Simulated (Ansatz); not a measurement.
# GaSb (I-4m2) in Ansatz: a series of runs

Aim: see how the results for GaSb move with the level of theory and the settings. Levels: LDA, PBE, PBEsol, RPBE, revPBE. Tasks: relaxation of cell and atoms.

Everything below comes from runs of Ansatz 0.2.0. Logs are shortened: lines on timing, memory, paths and dates and some standing lists are left out, and cuts for length are marked.

### Step 1. Starting point

It takes space group I-4m2 (No. 119, tetragonal). Conventional cell: a = 5.507 Å, b = 5.507 Å, c = 3.181 Å, α = 90.00°, β = 90.00°, γ = 90.00°. Sb (site symmetry -4m2) has 4 Ga at 2.87 Å and 2 Sb at 3.18 Å as nearest neighbours. Around Ga (site symmetry -4m2) lie 4 Sb at 2.87 Å and 2 Ga at 3.18 Å.

Measurements of this composition are mostly on another form, of space group No. 216.

### Step 2. Relaxation of cell and atoms, LDA

The input, input.yaml:

```yaml
crystal:
  lattice:
    - [-2.753434, 2.753434, 1.590707]
    - [2.753434, -2.753434, 1.590707]
    - [2.753434, 2.753434, -1.590707]
  atoms:
    - { symbol: Sb, position: [0.0, 0.0, 0.0] }
    - { symbol: Ga, position: [0.75, 0.25, 0.5] }
kpoints:
  mp_grid: { grid: [10, 10, 10] }
scf:
  occupations: { method: fermi_dirac, width: 0.05 }
hamiltonian:
  xc: lda
  pseudopotentials: { kind: all_electron, lapw: { basis_error: 0.001 } }
output:
  forces: true
  stress: true
relax:
  f_tol: 0.005
  max_steps: 60
  cell: {}
```

Potentials or basis: all-electron LAPW, scalar-relativistic.

Launch:

```
$ ansatz run input.yaml --threads 1 --pin off --max-ram 3072MiB --backend cpu --events-out ev --progress --plain --runs-dir out
```

Log:

```text
Warning: RAYON_NUM_THREADS=1 ignored (pool sized by the plan → 1); use --threads N
The last accepted step is kept in <dir> (removed where the run ends without a failure and the disk answers)
LAPW: plane waves up to 8.050 Å⁻¹, error target 1.0e-3 eV per atom; small_component_spin mean_spin; Ga in spheres of 1.364 Å, 21 of its electrons in bands, Dirac shells []; Sb in spheres of 1.416 Å, 23 of its electrons in bands, Dirac shells [] (how accurate: hamiltonian.pseudopotentials.lapw.basis_error, Limitations)
Engine: ansatz 0.2.0, aarch64-unknown-linux-gnu
Pseudopotentials: kind: all_electron
Pseudopotential: Sb, LAPW, valence charge 23, lapw/all_electron/scalar/gaussian/Sb, Koelling and Harmon's equation, gaussian nucleus
Pseudopotential: Ga, LAPW, valence charge 21, lapw/all_electron/scalar/gaussian/Ga, Koelling and Harmon's equation, gaussian nucleus
Functional definition: SPW92
  exchange = slater_x
  correlation = pw_c
Crystal: 2 atoms, lattice volume = 48.239 Å³
Basis set: ecut = 246.9033470358501 eV, 409 PW (Γ), FFT grids on a1+a2, a2, a3, exchange–correlation at level 2
Bands: 27, of which v1, the nominal top of the filled ones, is band 22 counted from 1 (21 counted from 0)
Symmetry: 8 space group operations
Space group: I-4m2 (ITA 119), of the structure as read, at distance tolerance 3.6e-5 Å
k-points: 102 of 1000 (time reversal used)
Non-local potential: Sb, projectors of the file, none
Non-local potential: Ga, projectors of the file, none
Initial density: superposition of atomic densities (chi_scale 0.1, normalization cell, long waves kept (reshape's long-wave potential 0.00 eV rms))
Initial wavefunctions: plane waves of lowest kinetic energy (no species holds an atomic orbital)
Functional: x = slater, c = lda
iter 1 solved again at ethr=1.18e-4 eV; its pass at ethr=1.00e-1 eV (dr2=5.21e-2 eV) is discarded
SCF iter   1: F=—  HF=-229043.560446 eV  |F-HF|=—  |Δ(HF+E_count)|=         —  Δρ=1.22e-2  dr2=5.27e-2  ethr=1.18e-4  ⟨swp⟩=3.0  Hψ=18472  notcnv=0
preconditioner: auto → Kerker (q_TF=auto, 2.687 Å⁻¹)  [metal: Δε(μ)=0.014 eV  Ē_g=14.953 eV  σ=0.050 eV  W_gap=0.07  n_scr=16 (ndim 8)  ℏωp=22.7 eV  f_vac=0.000  D(μ)=0.51/eV (n_scr^D=0)]
SCF iter   2: F=—  HF=-229043.526083 eV  |F-HF|=—  |Δ(HF+E_count)|=   3.44e-2  Δρ=7.78e-3  dr2=2.41e-2  ethr=1.18e-4  ⟨swp⟩=2.0  Hψ=8205  notcnv=0
SCF iter   3: F=—  HF=-229043.519973 eV  |F-HF|=—  |Δ(HF+E_count)|=   6.11e-3  Δρ=5.03e-3  dr2=1.06e-2  ethr=5.47e-5  ⟨swp⟩=2.0  Hψ=7835  notcnv=0
SCF iter   4: F=—  HF=-229043.517880 eV  |F-HF|=—  |Δ(HF+E_count)|=   2.09e-3  Δρ=1.77e-3  dr2=1.58e-3  ethr=2.41e-5  ⟨swp⟩=2.0  Hψ=7835  notcnv=0
SCF iter   5: F=—  HF=-229043.517630 eV  |F-HF|=—  |Δ(HF+E_count)|=   2.50e-4  Δρ=5.27e-4  dr2=1.62e-4  ethr=3.60e-6  ⟨swp⟩=2.0  Hψ=7835  notcnv=0
iter 6 solved again at ethr=2.56e-8 eV; its pass at ethr=3.67e-7 eV (dr2=1.13e-5 eV) is discarded
SCF iter   6: F=—  HF=-229043.517536 eV  |F-HF|=—  |Δ(HF+E_count)|=   9.43e-5  Δρ=1.57e-4  dr2=1.12e-5  ethr=2.56e-8  ⟨swp⟩=2.0  Hψ=13465  notcnv=0
SCF iter   7: F=—  HF=-229043.517536 eV  |F-HF|=—  |Δ(HF+E_count)|=   9.56e-8  Δρ=4.65e-5  dr2=1.25e-6  ethr=2.56e-8  ⟨swp⟩=2.0  Hψ=7835  notcnv=0
SCF iter   8: F=-229043.517536 eV  HF=-229043.517536 eV  |F-HF|=3.23e-8  |Δ(HF+E_count)|=   2.30e-7  Δρ=1.09e-5  dr2=7.88e-8  ethr=2.84e-9  ⟨swp⟩=2.0  Hψ=7835  notcnv=0
SCF 1 converged in 8 iterations: F = -229043.517536 eV  dr2 = 7.88e-8
relax step   1: F+E_penalty+E_count = -229043.51753593 eV  Δ(F+E_penalty+E_count) = +0.000e0 eV  max|allowed force component| = 1.214e-17 eV/Å  Δτ_max = 0.0000 Å  P = -4.274 GPa  Ω = 48.239 Å³  (8 SCF iters, accepted)
Crystal: 2 atoms, lattice volume = 42.931 Å³
Basis set: ecut = 266.85944705117424 eV, 409 PW (Γ), FFT grids on a1+a2, a2, a3, exchange–correlation at level 2
Initial density: handed on by an earlier stage of this run
Initial wavefunctions: those handed on with the density
iter 1 solved again at ethr=3.95e-6 eV; its pass at ethr=1.00e-1 eV (dr2=1.74e-3 eV) is discarded
SCF iter   1: F=—  HF=-229043.558999 eV  |F-HF|=—  |Δ(HF+E_count)|=         —  Δρ=1.57e-3  dr2=1.81e-3  ethr=3.95e-6  ⟨swp⟩=4.4  Hψ=16433  notcnv=0
preconditioner: auto → Kerker (q_TF=auto, 2.740 Å⁻¹)  [metal: Δε(μ)=0.061 eV  Ē_g=22.342 eV  σ=0.050 eV  W_gap=0.29  n_scr=16 (ndim 8)  ℏωp=30.0 eV  f_vac=0.000  D(μ)=0.40/eV (n_scr^D=0)]
SCF iter   2: F=—  HF=-229043.558685 eV  |F-HF|=—  |Δ(HF+E_count)|=   3.15e-4  Δρ=1.15e-3  dr2=1.06e-3  ethr=3.95e-6  ⟨swp⟩=2.0  Hψ=7687  notcnv=0
SCF iter   3: F=—  HF=-229043.558524 eV  |F-HF|=—  |Δ(HF+E_count)|=   1.60e-4  Δρ=6.12e-4  dr2=2.82e-4  ethr=2.41e-6  ⟨swp⟩=2.0  Hψ=7687  notcnv=0
SCF iter   4: F=—  HF=-229043.558382 eV  |F-HF|=—  |Δ(HF+E_count)|=   1.43e-4  Δρ=2.35e-4  dr2=4.40e-5  ethr=6.40e-7  ⟨swp⟩=2.0  Hψ=7692  notcnv=0
iter 5 solved again at ethr=2.94e-9 eV; its pass at ethr=9.99e-8 eV (dr2=1.29e-6 eV) is discarded
SCF iter   5: F=—  HF=-229043.558372 eV  |F-HF|=—  |Δ(HF+E_count)|=   9.69e-6  Δρ=4.92e-5  dr2=1.29e-6  ethr=2.94e-9  ⟨swp⟩=2.0  Hψ=13332  notcnv=0
SCF iter   6: F=—  HF=-229043.558370 eV  |F-HF|=—  |Δ(HF+E_count)|=   1.61e-6  Δρ=2.63e-5  dr2=3.31e-7  ethr=2.94e-9  ⟨swp⟩=2.0  Hψ=7689  notcnv=0
SCF iter   7: F=-229043.558370 eV  HF=-229043.558370 eV  |F-HF|=7.54e-9  |Δ(HF+E_count)|=   7.45e-9  Δρ=1.17e-5  dr2=7.26e-8  ethr=7.53e-10  ⟨swp⟩=2.0  Hψ=7689  notcnv=0
SCF 2 converged in 7 iterations: F = -229043.558370 eV  dr2 = 7.26e-8
relax step   2: F+E_penalty+E_count = -229043.55837028 eV  Δ(F+E_penalty+E_count) = -4.083e-2 eV  max|allowed force component| = 8.674e-18 eV/Å  Δτ_max = 0.0000 Å  P = +2.643 GPa  Ω = 42.931 Å³  (7 SCF iters, accepted)
Crystal: 2 atoms, lattice volume = 44.815 Å³
Basis set: ecut = 259.32506430099846 eV, 409 PW (Γ), FFT grids on a1+a2, a2, a3, exchange–correlation at level 2
iter 1 solved again at ethr=4.16e-7 eV; its pass at ethr=1.00e-1 eV (dr2=1.83e-4 eV) is discarded
SCF iter   1: F=—  HF=-229043.571005 eV  |F-HF|=—  |Δ(HF+E_count)|=         —  Δρ=5.49e-4  dr2=2.27e-4  ethr=4.16e-7  ⟨swp⟩=4.5  Hψ=16721  notcnv=0
preconditioner: auto → Kerker (q_TF=auto, 2.720 Å⁻¹)  [metal: Δε(μ)=0.030 eV  Ē_g=22.154 eV  σ=0.050 eV  W_gap=0.15  n_scr=16 (ndim 8)  ℏωp=29.4 eV  f_vac=0.000  D(μ)=0.45/eV (n_scr^D=0)]
SCF iter   2: F=—  HF=-229043.570963 eV  |F-HF|=—  |Δ(HF+E_count)|=   4.17e-5  Δρ=4.02e-4  dr2=1.34e-4  ethr=4.16e-7  ⟨swp⟩=2.0  Hψ=7726  notcnv=0
SCF iter   3: F=—  HF=-229043.570941 eV  |F-HF|=—  |Δ(HF+E_count)|=   2.19e-5  Δρ=2.35e-4  dr2=4.41e-5  ethr=3.04e-7  ⟨swp⟩=2.0  Hψ=7726  notcnv=0
SCF iter   4: F=—  HF=-229043.570926 eV  |F-HF|=—  |Δ(HF+E_count)|=   1.49e-5  Δρ=8.46e-5  dr2=6.09e-6  ethr=1.00e-7  ⟨swp⟩=2.0  Hψ=7727  notcnv=0
iter 5 solved again at ethr=4.21e-10 eV; its pass at ethr=1.38e-8 eV (dr2=1.85e-7 eV) is discarded
SCF iter   5: F=—  HF=-229043.570925 eV  |F-HF|=—  |Δ(HF+E_count)|=   1.26e-6  Δρ=1.80e-5  dr2=1.85e-7  ethr=4.21e-10  ⟨swp⟩=2.0  Hψ=13360  notcnv=0
SCF iter   6: F=-229043.570925 eV  HF=-229043.570925 eV  |F-HF|=7.19e-9  |Δ(HF+E_count)|=   2.47e-7  Δρ=9.53e-6  dr2=4.68e-8  ethr=4.21e-10  ⟨swp⟩=2.0  Hψ=7726  notcnv=0
SCF 3 converged in 6 iterations: F = -229043.570925 eV  dr2 = 4.68e-8
relax step   3: F+E_penalty+E_count = -229043.57092493 eV  Δ(F+E_penalty+E_count) = -1.255e-2 eV  max|allowed force component| = 1.214e-17 eV/Å  Δτ_max = 0.0000 Å  P = -0.377 GPa  Ω = 44.815 Å³  (6 SCF iters, accepted)
Crystal: 2 atoms, lattice volume = 44.555 Å³
Basis set: ecut = 260.33133870504486 eV, 409 PW (Γ), FFT grids on a1+a2, a2, a3, exchange–correlation at level 2
iter 1 solved again at ethr=1.74e-8 eV; its pass at ethr=1.00e-1 eV (dr2=7.64e-6 eV) is discarded
SCF iter   1: F=—  HF=-229043.571276 eV  |F-HF|=—  |Δ(HF+E_count)|=         —  Δρ=1.06e-4  dr2=7.58e-6  ethr=1.74e-8  ⟨swp⟩=5.1  Hψ=17142  notcnv=0
preconditioner: auto → Kerker (q_TF=auto, 2.723 Å⁻¹)  [metal: Δε(μ)=0.034 eV  Ē_g=22.175 eV  σ=0.050 eV  W_gap=0.17  n_scr=16 (ndim 8)  ℏωp=29.4 eV  f_vac=0.000  D(μ)=0.43/eV (n_scr^D=0)]
SCF iter   2: F=—  HF=-229043.571275 eV  |F-HF|=—  |Δ(HF+E_count)|=   1.61e-6  Δρ=7.39e-5  dr2=4.02e-6  ethr=1.72e-8  ⟨swp⟩=2.0  Hψ=7714  notcnv=0
SCF iter   3: F=—  HF=-229043.571274 eV  |F-HF|=—  |Δ(HF+E_count)|=   4.82e-7  Δρ=2.93e-5  dr2=6.02e-7  ethr=9.13e-9  ⟨swp⟩=2.0  Hψ=7715  notcnv=0
SCF iter   4: F=—  HF=-229043.571273 eV  |F-HF|=—  |Δ(HF+E_count)|=   8.26e-7  Δρ=1.42e-5  dr2=1.59e-7  ethr=1.37e-9  ⟨swp⟩=2.0  Hψ=7714  notcnv=0
iter 5 solved again at ethr=6.97e-12 eV; its pass at ethr=3.62e-10 eV (dr2=3.07e-9 eV) is discarded
SCF iter   5: F=-229043.571273 eV  HF=-229043.571273 eV  |F-HF|=1.22e-9  |Δ(HF+E_count)|=   3.78e-8  Δρ=2.49e-6  dr2=3.07e-9  ethr=6.97e-12  ⟨swp⟩=2.0  Hψ=13355  notcnv=0
SCF 4 converged in 5 iterations: F = -229043.571273 eV  dr2 = 3.07e-9
relax step   4: F+E_penalty+E_count = -229043.57127330 eV  Δ(F+E_penalty+E_count) = -3.484e-4 eV  max|allowed force component| = 6.939e-18 eV/Å  Δτ_max = 0.0000 Å  P = -0.010 GPa  Ω = 44.555 Å³  (5 SCF iters, accepted)
Basis set: ecut = 260.33133870504486 eV, 421 PW (Γ), FFT grids on a1+a2, a2, a3, exchange–correlation at level 2
iter 1 solved again at ethr=6.67e-12 eV; its pass at ethr=1.00e-1 eV (dr2=2.93e-9 eV) is discarded
SCF iter   1: F=—  HF=-229043.571277 eV  |F-HF|=—  |Δ(HF+E_count)|=         —  Δρ=5.50e-6  dr2=3.06e-9  ethr=6.67e-12  ⟨swp⟩=5.3  Hψ=21498  notcnv=0  reapply=78
SCF iter   2: F=-229043.571277 eV  HF=-229043.571277 eV  |F-HF|=3.03e-9  |Δ(HF+E_count)|=   8.50e-9  Δρ=3.05e-6  dr2=1.57e-9  ethr=6.67e-12  ⟨swp⟩=2.0  Hψ=7714  notcnv=0
SCF 5 converged in 2 iterations: F = -229043.571277 eV  dr2 = 1.57e-9
relax step   5: F+E_penalty+E_count = -229043.57127709 eV  Δ(F+E_penalty+E_count) = -3.787e-6 eV  max|allowed force component| = 6.072e-18 eV/Å  Δτ_max = 0.0000 Å  P = -0.010 GPa  Ω = 44.555 Å³  stress off target by 3.79e-2 GPa  SCF on the basis re-selected at this cell (its energy is not comparable with the rows above)  (2 SCF iters)
basis re-selected at this cell: Δ(F+E_penalty+E_count) = -3.787e-6 eV, ΔP = +0.000 GPa vs the last step (what re-selecting the basis moved, after the strain that the cell walked since its last selection, with what the two solves' SCF thresholds leave and, on support functions, any second-order correction that the steps lacked; it is no measure of the basis error at this ecutwfc). This SCF's stress stands 3.79e-2 GPa from its target on what of the cell is left free (relax.cell.stress_tol is 5.00e-2 GPa) and its largest allowed force component is 6.07e-18 eV/Å (relax.f_tol is 5.00e-3 eV/Å): within both
SCF converged after 2 iterations
Free energy (F): -229043.571277 eV
Harris-Foulkes:  -229043.571277 eV  (|F-HF|=3.03e-9)
Internal energy: -229043.567390 eV  (E = F + TS)
E sigma→0 (E₀):  -229043.569334 eV
Entropy (-TS):   -0.003887 eV (-1.943 meV/atom)
Fermi energy:    13.457665 eV
--- Per-component energies (eV) ---
  E_band       = -1606.071999
  E_kinetic    = 239507.858405
  E_xc         = -6476.161166
  E_electrostatic = -462075.264629  (all electrons and nuclei)
  E_smearing   = -0.003887  (= −TS)
  E_closure    = 0.000000  (closes the sum)
  E_atoms      = -229035.201250  (free atoms, spherical and without spin; not in F)
  Σ components = -229043.571277   (vs F -229043.571277, Δ=0.00e0)
  Basis errors (estimates in eV, not in F): energy 3.9e-4 per atom: plane waves 3.7e-4 (2.1e-4 summed), levels above the bands 1.1e-45, relativity 3.8e-9, radial functions 1.7e-5, core shells 2.3e-8; eigenvalues (radial functions only) 1.2e-6; not estimated: angular momenta, meshes, grids; target (lapw.basis_error) 1.0e-3; muffin-tin radii Ga 1.329 Å, Sb 1.379 Å
--- Forces (eV/Å), atoms counted from 1 ---
  atom   1  Sb     0.00000000     0.00000000     0.00000000
  atom   2  Ga    -0.00000000     0.00000000    -0.00000000
  max |Σ_I F_I| component: 1.56e-17 eV/Å
--- Stress (GPa, compression-positive) ---
        0.004572       0.000000      -0.000000
        0.000000       0.004572       0.000000
       -0.000000       0.000000      -0.037861
  P = ⅓ Tr σ = -0.0096 GPa (-0.096 kbar)
--- Relaxed structure (4 steps of the walk, 4 accepted, 1 SCFs on fresh bases) ---
  F+E_penalty+E_count = -229043.57127709 eV   max|allowed force component| = 6.072e-18 eV/Å   (the final SCF, on the basis selected at the relaxed cell)
  cell:  # Å, volume = 44.5554 Å³
    - [-2.6925950447798255, 2.6925950447798255, 1.5363785599220035]
    - [2.6925950447798255, -2.6925950447798255, 1.5363785599220035]
    - [2.6925950447798255, 2.6925950447798255, -1.5363785599220035]
  atoms:
    - { symbol: Sb, position: [-1.6393704396610136e-35, 9.967372273138963e-34, 9.803435229172861e-34] }
    - { symbol: Ga, position: [0.7499999999999999, 0.25000000000000006, 0.49999999999999994] }
```

Run time: 2.4 min. Hardware: 1 thread of Arm Neoverse V1, shared host; peak memory 0.43 GiB.

Results:

```
Free energy                            : -229043.5713 eV
Relaxed volume                         : 22.28 Å³/atom
Relaxed cell                           : a = 4.106 Å, b = 4.106 Å, c = 4.106 Å, α = 98.05°, β = 98.05°, γ = 136.05°
Space group after relaxing (to 0.05 Å) : I-4m2 (No. 119)
Energy gained by relaxing              : 26.9 meV/atom
Ionic steps                            : 5
Pressure after relaxing                : 0.0 GPa
```

Step by step:
| step | energy change (eV) | largest force (eV/Å) | volume (Å³) |
| --- | --- | --- | --- |
| 1 | 0.0000 | 0.0000 | 48.24 |
| 2 | -0.0408 | 0.0000 | 42.93 |
| 3 | -0.0534 | 0.0000 | 44.81 |
| 4 | -0.0537 | 0.0000 | 44.56 |
| 5 | -0.0537 | 0.0000 | 44.56 |

Final structure:
```
CELL_PARAMETERS angstrom
-2.69260 2.69260 1.53638
2.69260 -2.69260 1.53638
2.69260 2.69260 -1.53638
ATOMIC_POSITIONS crystal
Sb 0.00000 0.00000 0.00000
Ga 0.75000 0.25000 0.50000
```

### Step 3. Relaxation of cell and atoms, PBE

input.yaml: that of step 2 with these lines changed.

```diff
@@ -13,3 +13,3 @@
 hamiltonian:
-  xc: lda
+  xc: pbe
   pseudopotentials: { kind: all_electron, lapw: { basis_error: 0.001 } }
```

Potentials or basis: all-electron LAPW, scalar-relativistic.

Launch:

```
$ ansatz run input.yaml --threads 1 --pin off --max-ram 3072MiB --backend cpu --events-out ev --progress --plain --runs-dir out
```

It took 2.3 min on 1 thread of Arm Neoverse V1, shared host; peak memory 0.44 GiB.

It converged, with:

```
Free energy                            : -229267.9866 eV
Relaxed volume                         : 24.17 Å³/atom
Relaxed cell                           : a = 4.219 Å, b = 4.219 Å, c = 4.219 Å, α = 98.05°, β = 98.05°, γ = 136.05°
Space group after relaxing (to 0.05 Å) : I-4m2 (No. 119)
Energy gained by relaxing              : 0.6 meV/atom
Ionic steps                            : 5
Pressure after relaxing                : 0.0 GPa
```

The path:
| step | energy change (eV) | largest force (eV/Å) | volume (Å³) |
| --- | --- | --- | --- |
| 1 | 0.0000 | 0.0000 | 48.24 |
| 2 | -0.0012 | 0.0000 | 48.37 |
| 3 | -0.0012 | 0.0000 | 48.30 |
| 4 | -0.0012 | 0.0000 | 48.34 |
| 5 | -0.0012 | 0.0000 | 48.34 |

Final structure:
```
CELL_PARAMETERS angstrom
-2.76658 2.76658 1.57886
2.76658 -2.76658 1.57886
2.76658 2.76658 -1.57886
ATOMIC_POSITIONS crystal
Sb 0.00000 0.00000 0.00000
Ga 0.75000 0.25000 0.50000
```

The run has no spin-orbit coupling, so splittings on Sb are missing.

(Continued in part 2 of 2.)
